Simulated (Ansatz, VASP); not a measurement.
# Si54C53 (V_C1): VASP beside Ansatz

One calculation is typed for both programs; each brings its own data sets. How far apart do they land? The cell is taken from a series of runs on this material, whose earlier steps may have relaxed, scaled, displaced or heated it; both programs get it as it stands.

Method: plane waves, with VASP 6.6.1 beside it; single point at r2SCAN, in Ansatz 0.2.0.

## Step 1: Set-up

The cell holds 107 atoms: 54 Si and 53 C. Its edges and angles: a = 8.959 Å, b = 8.959 Å, c = 14.655 Å, α = 90.0°, β = 90.0°, γ = 120.0°. It derives from SiC (SiC (P6_3mc)). Nearest the centre at fractional (0.556, 0.444, 0.542): Si47 at 1.87 Å, Si29 at 1.89 Å, Si53 at 1.89 Å, Si27 at 1.92 Å, C81 at 2.96 Å, C65 at 2.97 Å, C88 at 2.97 Å, C98 at 2.97 Å. The cell carries charge +2.

## Step 2: VASP: single point, r2SCAN

A single point gives forces, pressure and levels at one fixed geometry, so differences don't come from the geometry; what else differs is listed under the comparison.

Lines of VASP's logs that name or quote its potential files are left out, and so is its time.

INCAR reads:

```
SYSTEM = Si54C53
PREC = Accurate
ENCUT = 580
EDIFF = 1E-06
NELM = 120
ISMEAR = -1
SIGMA = 0.01
LREAL = Auto
ALGO = Normal
METAGGA = R2SCAN
LASPH = .TRUE.
NELECT = 426
NBANDS = 288
LORBIT = 11
LWAVE = .FALSE.
LCHARG = .FALSE.
ISIF = 2
ISYM = 0
GGA_COMPAT = .FALSE.
EFERMI = MIDGAP
LMIXTAU = .TRUE.
KPAR = 4
```

POSCAR reads:

```
Si54C53
1.0
    8.9589150803      0.0000000000      0.0000000000
   -4.4794575402      7.7586480499      0.0000000000
    0.0000000000      0.0000000000     14.6546284706
Si C
54 53
Direct
    0.1110636476      0.2211782334      0.8339430604
    0.2217548396      0.1097477110      0.3326287005
    0.2202242410      0.1099593316      0.6671896233
[... 1 atom line left out ...]
    0.9996619079      0.0002811309      0.4995186343
[... 2 atom lines left out ...]
    0.2220420649      0.4458554949      0.3326196119
    0.2206411102      0.4430524498      0.6677475837
[... 1 atom line left out ...]
    0.9989569825      0.3318108958      0.4990828169
[... 5 atom lines left out ...]
    0.0008794575      0.6679359321      0.4991215061
[... 1 atom line left out ...]
    0.4451525915      0.2220516824      0.8340547274
    0.5540544925      0.1099886521      0.3326356969
    0.5565909755      0.1098707096      0.6675559233
[... 1 atom line left out ...]
    0.3318965760      0.9989378501      0.4991249270
[... 1 atom line left out ...]
    0.4452656114      0.5544259334      0.8341316291
    0.5553707483      0.4442893458      0.3311047720
    0.5558147646      0.4437452791      0.6722773847
[... 1 atom line left out ...]
    0.3264302653      0.3300275460      0.4982113270
[... 2 atom lines left out ...]
    0.5538815932      0.7778968978      0.3326123537
    0.5567532144      0.7791447713      0.6677646638
[... 1 atom line left out ...]
    0.3321174849      0.6676638051      0.4990906837
[... 5 atom lines left out ...]
    0.6680749890      0.0009898103      0.4990798174
[... 1 atom line left out ...]
    0.7777797684      0.5547156662      0.8339978396
    0.8899486236      0.4457564924      0.3326651811
    0.8898573542      0.4432138067      0.6675605834
[... 1 atom line left out ...]
    0.6691444443      0.3307925271      0.4986164164
[... 2 atom lines left out ...]
    0.8900828406      0.7780406499      0.3325865076
    0.8896707439      0.7794087966      0.6671725878
[... 1 atom line left out ...]
    0.6699214409      0.6738438840      0.4980424522
[... 3 atom lines left out ...]
    0.1111898736      0.2215839978      0.7085564873
[... 1 atom line left out ...]
    0.2241302716      0.1126060839      0.5421864920
[... 5 atom lines left out ...]
    0.2251227118      0.4461279399      0.5426027371
[... 2 atom lines left out ...]
    0.9998670412      0.6671469318      0.3747961186
[... 5 atom lines left out ...]
    0.3326572578      0.9999247031      0.3748081376
    0.4441765527      0.2211327057      0.7062755729
[... 1 atom line left out ...]
    0.5538510782      0.1119587669      0.5424614961
[... 2 atom lines left out ...]
    0.3350855633      0.3345592375      0.3754472418
    0.4448191656      0.5549845486      0.7064834181
    0.5554853969      0.4442700449      0.2077358139
[... 2 atom lines left out ...]
    0.3326280845      0.6671566249      0.3748455255
[... 2 atom lines left out ...]
    0.5537473152      0.7748353292      0.5425848640
[... 3 atom lines left out ...]
    0.7780784592      0.2217065018      0.7084954992
[... 4 atom lines left out ...]
    0.6653771849      0.3346411325      0.3754767426
    0.7784856184      0.5554940090      0.7062428205
[... 1 atom line left out ...]
    0.8880140221      0.4461164851      0.5424659252
[... 2 atom lines left out ...]
    0.6650424316      0.6646088741      0.3753491011
    0.7782056931      0.8885863966      0.7085711803
[... 1 atom line left out ...]
    0.8872520553      0.7757934190      0.5421584896
    0.7781467867      0.8882763229      0.0416393368
```

KPOINTS reads:

```
Points of the shifted mesh
8
Reciprocal
 0.2500000000  0.2500000000  0.2500000000 1
 0.2500000000  0.2500000000  0.7500000000 1
 0.2500000000  0.7500000000  0.2500000000 1
 0.2500000000  0.7500000000  0.7500000000 1
 0.7500000000  0.2500000000  0.2500000000 1
 0.7500000000  0.2500000000  0.7500000000 1
 0.7500000000  0.7500000000  0.2500000000 1
 0.7500000000  0.7500000000  0.7500000000 1
```

PAW data sets: Si and C (PBE family, release 64).

Command:

```
$ mpirun -np 8 vasp_std
```

Numbers of over 12 decimals in the logs are rounded to 6 here.

Output:

```text
[banner, memory and clock lines left out]
running    8 mpi-ranks, on    1 nodes
[...]
|                                                                             |
|           W    W    AA    RRRRR   N    N  II  N    N   GGGG   !!!           |
|           W    W   A  A   R    R  NN   N  II  NN   N  G    G  !!!           |
|           W    W  A    A  R    R  N N  N  II  N N  N  G       !!!           |
|           W WW W  AAAAAA  RRRRR   N  N N  II  N  N N  G  GGG   !            |
|           WW  WW  A    A  R   R   N   NN  II  N   NN  G    G                |
|           W    W  A    A  R    R  N    N  II  N    N   GGGG   !!!           |
|                                                                             |
|     For optimal performance we recommend to set                             |
|       NCORE = 2 up to number-of-cores-per-socket                            |
|     NCORE specifies how many cores store one orbital (NPAR=cpu/NCORE).      |
|     This setting can greatly improve the performance of VASP for DFT.       |
[...]
DAV:   5    -0.121377688783E+04   -0.77170E-01   -0.77051E-01  5544   0.148E+00BRMIX: very serious problems
 the old and the new charge density differ
 old charge density:   428.00000 new  426.00000
BRMIX: very serious problems
 the old and the new charge density differ
 old charge density:   428.00000 new  426.00000
BRMIX: very serious problems
 the old and the new charge density differ
 old charge density:   428.00000 new  426.00000
BRMIX: very serious problems
 the old and the new charge density differ
 old charge density:   428.00000 new  426.00000
    0.748E+01
DAV:   6    -0.110066227477E+04    0.11311E+03   -0.30884E+02  5128   0.251E+01    0.423E+01
DAV:   7    -0.103492246711E+04    0.65740E+02   -0.24016E+01  5568   0.886E+00    0.157E+01
DAV:   8    -0.109313938716E+04   -0.58217E+02   -0.15769E+01  4792   0.811E+00    0.120E+01
DAV:   9    -0.106757214414E+04    0.25567E+02   -0.40316E+00  4880   0.435E+00    0.629E+00
[...]
DAV:  25    -0.104359249775E+04   -0.79328E-05   -0.12914E-06  2776   0.262E-03    0.718E-03
DAV:  26    -0.104359250121E+04   -0.34617E-05   -0.65620E-07  2688   0.232E-03    0.599E-03
DAV:  27    -0.104359250177E+04   -0.56341E-06   -0.35971E-07  2664   0.117E-03
   1 F= -.10435925E+04 E0= -.10435925E+04  d E =0.000000E+00
```

From OUTCAR (step 2):

```text
  FREE ENERGIE OF THE ION-ELECTRON SYSTEM (eV)
  ---------------------------------------------------
  free  energy   TOTEN  =     -1043.5925017742 eV

  energy  without entropy=    -1043.5925017742  energy(sigma->0) =    -1043.59250177
```

The run ends at a pressure of 19.80 GPa, with forces up to 0.32 eV/Å.

## Step 3: Ansatz: single point, r2SCAN

Ansatz runs on its PAW soft_1 files.

The same cell, functional, mesh and smearing now go to Ansatz.

input.yaml reads:

```yaml
crystal:
  checkpoint: "../qp2.relax.run"
  host: checkpoint
total_charge: 2
basis:
  ecutwfc: 500
  xc_grid: 2
hamiltonian:
  xc: r2scan
  pseudopotentials: { kind: paw, azcp: { folder: soft_1 } }
kpoints:
  mp_grid: { grid: [2, 2, 2], shift: [0.5, 0.5, 0.5] }
scf:
  occupations: { method: fermi_dirac, width: 0.01 }
  max_iter: 100
output:
  forces: true
  eigenvalues: true
  charged_corrections:
    epsilon: [7.09, 7.09, 7.35]
    static_epsilon: [10.43, 10.43, 10.95]
    defect_position: [0.555556, 0.444444, 0.541528]
  eigenstates: { localisation: true }
  populations: true
  band_densities: [{ bands: [v1, v1] }, { bands: [c1, c1] }]
  write_density: true
  write_potential: true
  volumetric_format: npy
checkpoint:
  read: "../qp2.relax.run"
  write: "../qp2.point.run"
  compress: false
  write_wavefunctions: false
  write_every: 100000
```

Command:

```
$ ansatz run input.yaml --threads 8 --pin off --max-ram 15073MiB --backend cpu --events-out ev --progress --plain --runs-dir out
```

Output:

```text
crystal.checkpoint: the structure is that of <dir>, a `relax` run, at its step 6: its result, under r2scan at a charge of 2 e; 107 atoms read, 0 with a starting moment; crystal.structure_sha256 for this input is
Engine: ansatz 0.2.0, aarch64-unknown-linux-gnu
Pseudopotentials: kind: paw
Pseudopotential: Si, paw, valence charge 4, recommended cutoff 500 eV (meta_gga), soft_1/Si.paw.azcp
Pseudopotential: C, paw, valence charge 4, recommended cutoff 500 eV (meta_gga), soft_1/C.paw.azcp
Functional definition: r2SCAN
  parameter k0 = 0.174
  parameter k1 = 0.065
  parameter a1 = 4.9479
  exchange = r2scan_x(k0 = k0, k1 = k1, a1 = a1)
  correlation = r2scan_c
Crystal: 107 atoms, lattice volume = 1018.630 Å³
Basis set: ecut = 500 eV, 25889 PW (Γ), exchange–correlation on 144×144×216 points (8 copies of the dense FFT grid, shifted against one another)
Bands: 320, of which v1, the nominal top of the filled ones, is band 213 counted from 1 (212 counted from 0)
Symmetry: 1 space group operations
Space group: P1 (ITA 1), of the structure as read, at distance tolerance 1.0e-4 Å
k-points: 4 of 8 (time reversal used)
Non-local potential: Si, projectors of the file, l = 0: 2, l = 1: 2, l = 2: 1
Non-local potential: C, projectors of the file, l = 0: 2, l = 1: 2, l = 2: 1
PAW form: soft (Blöchl's): semilocal exchange-correlation on the pseudo side does not see the compensation charge
PAW frozen core: Si, regenerated for the run's functional (the file was generated under x = pbe(κ = 0.804, μ = 0.219515), c = pbe(β = 0.066725))
PAW frozen core: C, regenerated for the run's functional (the file was generated under x = pbe(κ = 0.804, μ = 0.219515), c = pbe(β = 0.066725))
PAW one-centre angular grid: Si, 302 points (default); XC on 160 Gauss nodes
PAW one-centre angular grid: C, 302 points (default); XC on 219 of its mesh's 2255 points in the sphere
Initial density: read from a saved state, or passed on in memory by an earlier SCF of this step, an earlier step, the calling program or the single point that the run made first
Initial wavefunctions: pseudopotential atomic-orbital guess — the wavefunctions supplied were not used: k-point sampling differs
Functional: x = r2scan, c = r2scan; τ floored in thin density (d = 2e-4 eV/Å³)
iter 1 solved again at ethr=2.13e-5 eV; its pass at ethr=3.10e-3 eV (dr2=9.08e-2 eV) is discarded
SCF iter   1: F=—  HF=-47892.821719 eV  |F-HF|=—  |Δ(HF+E_count)|=         —  Δρ=3.31e-3  dr2=8.77e-2  dr2_τ=5.57e-3  ethr=2.13e-5  ⟨swp⟩=9.0  Hψ=9943  notcnv=0  defer=2
preconditioner: auto → Resta (q_TF=auto, 2.359 Å⁻¹)  ε∞=4.2  [insulator: Δε(μ)=1.601 eV  Ē_g=13.324 eV  σ=0.010 eV  W_gap=1.00  n_scr=244 (ndim 8)  ℏωp=24.0 eV  f_vac=0.000  D(μ)=0.00/eV (n_scr^D=0)  ε∞_Penn≈4.2]
SCF iter   2: F=—  HF=-47892.822035 eV  |F-HF|=—  |Δ(HF+E_count)|=   3.16e-4  Δρ=1.76e-3  dr2=1.80e-2  dr2_τ=7.66e-4  ethr=2.06e-5  ⟨swp⟩=6.2  Hψ=2983  notcnv=0
SCF iter   3: F=—  HF=-47892.826774 eV  |F-HF|=—  |Δ(HF+E_count)|=   4.74e-3  Δρ=4.77e-4  dr2=1.45e-3  dr2_τ=8.86e-5  ethr=4.22e-6  ⟨swp⟩=5.0  Hψ=2091  notcnv=0  defer=1
SCF iter   4: F=—  HF=-47892.827409 eV  |F-HF|=—  |Δ(HF+E_count)|=   6.35e-4  Δρ=5.00e-5  dr2=2.27e-5  dr2_τ=9.30e-7  ethr=3.39e-7  ⟨swp⟩=2.0  Hψ=2024  notcnv=0
SCF iter   5: F=—  HF=-47892.827569 eV  |F-HF|=—  |Δ(HF+E_count)|=   1.60e-4  Δρ=1.28e-5  dr2=2.53e-6  dr2_τ=1.88e-7  ethr=5.34e-9  ⟨swp⟩=2.0  Hψ=2092  notcnv=0
SCF iter   6: F=-47892.827569 eV  HF=-47892.827569 eV  |F-HF|=3.52e-9  |Δ(HF+E_count)|=   2.04e-7  Δρ=2.98e-6  dr2=8.57e-8  dr2_τ=1.29e-8  ethr=2.35e-11  ⟨swp⟩=14.0  Hψ=11013  notcnv=0
SCF 1 converged in 6 iterations: F = -47892.827569 eV  dr2 = 8.57e-8
  greatest PAW one-centre occupation: 0.674 electrons in one spin orbital (limit 2), on the C atom at site 56 (counted from 0), in its partial waves of l = 0
SCF converged after 6 iterations
Free energy (F): -47892.827569 eV
Harris-Foulkes:  -47892.827569 eV  (|F-HF|=3.52e-9)
Internal energy: -47892.827569 eV  (E = F + TS)
E sigma→0 (E₀):  -47892.827569 eV
Fermi energy:    11.343644 eV
--- Per-component energies (eV) ---
  E_band       = 1727.905141
  E_kinetic    = 7365.464528
  E_local      = -4959.036997  (includes V_loc(G=0)·N_el)
  E_nonlocal   = 2404.078194
  E_hartree    = 1765.765242
  E_xc         = -5498.819412
  E_vxc        = -6389.591827  (∫ρ·V_xc dr)
  E_paw        = -33394.311052  (= ΣΔE_a)
  E_vpaw       = -519.905202  (= ΣTr[D̂ρ^β])
  E_aug_tail   = 0.000758  (compensation charges beyond the density's cutoff)
  E_vtau       = 295.360347  (kinetic-family band-sum trace: ∫τ·v_τ [+ j·A + Jᵃ·Aᵃ] dr)
  E_ewald      = -15570.528428
  E_core_change = -5.440403  (= ΣΔE_core)
  E_smearing   = -0.000000  (= −TS)
  E_closure    = -0.000000  (closes the sum)
  E_deformation_potential = 39.382561  (in the stress; not in F)
  Σ components = -47892.827569   (vs F -47892.827569, Δ=0.00e0)
[...]
k-point 2: bands = [... 209 lower, 10.1052, 10.1687, 10.2636, 10.5573, 12.4720, 12.6125, 12.8946, 13.2481, ... 103 higher]
  k-point 3: bands = [... 209 lower, 10.1000, 10.1839, 10.2369, 10.5548, 12.4634, 12.6177, 12.9028, 13.2755, ... 103 higher]
--- Löwdin populations: 107 sites ---
  site symbol       q [e]
     0     Si      2.8572
     1     Si      2.8599
     2     Si      2.8682
     3     Si      2.8748
     4     Si      2.8715
     5     Si      2.8731
     6      C      5.0351
     7      C      5.0322
     8      C      5.0227
     9      C      5.0155
    10      C      4.9961
    11      C      5.0207
    12     Si      2.8577
    13     Si      2.8592
    14     Si      2.8690
    15     Si      2.8764
    16     Si      2.8775
    17     Si      2.8733
    18      C      5.0351
    19      C      5.0316
    20      C      5.0194
    21      C      5.0155
    22      C      4.9885
    23      C      5.0176
[...]
99     Si      3.0509
   100     Si      2.8720
   101      C      5.0343
   102      C      5.0039
   103      C      5.0227
   104      C      5.0156
   105      C      4.9961
   106      C      5.0207
  spilling = 0.010542 (of n_electrons = 426.000000)
--- Band densities, each state counted as filled ---
  window                                       electrons  max residual (eV)  cut levels
  bands: [v1, v1]                               2.000000             3.5e-9           0
  bands: [c1, c1]                               2.000000             1.2e-4           0
```

## Step 4: Differences

Known differences besides the potentials themselves: VASP keeps PBE cores, Ansatz makes them for the functional; the cutoff is 500 eV in Ansatz and 580 eV in VASP (PREC = Accurate, projectors in real space). Total energies have different zeros and are not compared.

The two programs side by side:

```tsv
quantity	Ansatz	VASP	difference
gap on the k mesh (eV)	1.574	1.565	+0.008
```

Forces on 10 of the 107 atoms, those with the largest forces and the largest differences (eV/Å; atoms numbered as in POSCAR):

```tsv
atom	Ansatz x, y, z	VASP x, y, z
Si3	0.067, -0.016, 0.164	0.068, -0.016, 0.167
Si5	-0.228, 0.132, -0.185	-0.230, 0.134, -0.185
Si17	0.142, -0.081, -0.003	0.145, -0.081, 0.000
Si23	0.157, -0.072, 0.004	0.157, -0.074, 0.006
Si27	0.026, -0.009, 0.118	0.028, -0.011, 0.149
Si29	-0.062, 0.048, -0.039	-0.087, 0.033, -0.049
Si47	0.127, -0.074, -0.012	0.149, -0.087, -0.022
Si51	0.049, -0.032, 0.160	0.050, -0.035, 0.161
Si53	-0.056, 0.019, -0.024	-0.055, 0.049, -0.033
C106	0.098, -0.081, 0.083	0.107, -0.086, 0.092
```

The forces differ by 4.5 meV/Å r.m.s., which is 8.2 % of the r.m.s. force of 0.056 eV/Å (both taken over all components). A gap on the mesh is an upper bound, since the band edges may lie between its points. The cell carries a charge of +2 e against a uniform background, so its pressure also hangs on how the neutralising background is counted, and in a defect's cell a gap may be the spacing between its levels.

## Step 5: Outcome

| Property | Result |
| --- | --- |
| r.m.s. force difference (single point, r2SCAN) | 4.5 meV/Å |

What this shows: The r.m.s. force difference is 4.5 meV/Å (single point, r2SCAN), within the 12 meV/Å picked in this series as the mark of a large difference. How closely two codes agree says nothing of how well the functional describes the real material.

[Lines on the potential files, build, host, timing and source positions are cut from VASP's logs without a mark.]

[Logs are printed without paths, hosts, clocks, repeated set-up lines and the standing remarks that a program may print on its own settings, such as how far it seeks lower states.]

[Hosts, paths, dates, database ids (printed as entryN), source tags and the programs' standing remarks are cut or masked in the printed files.]
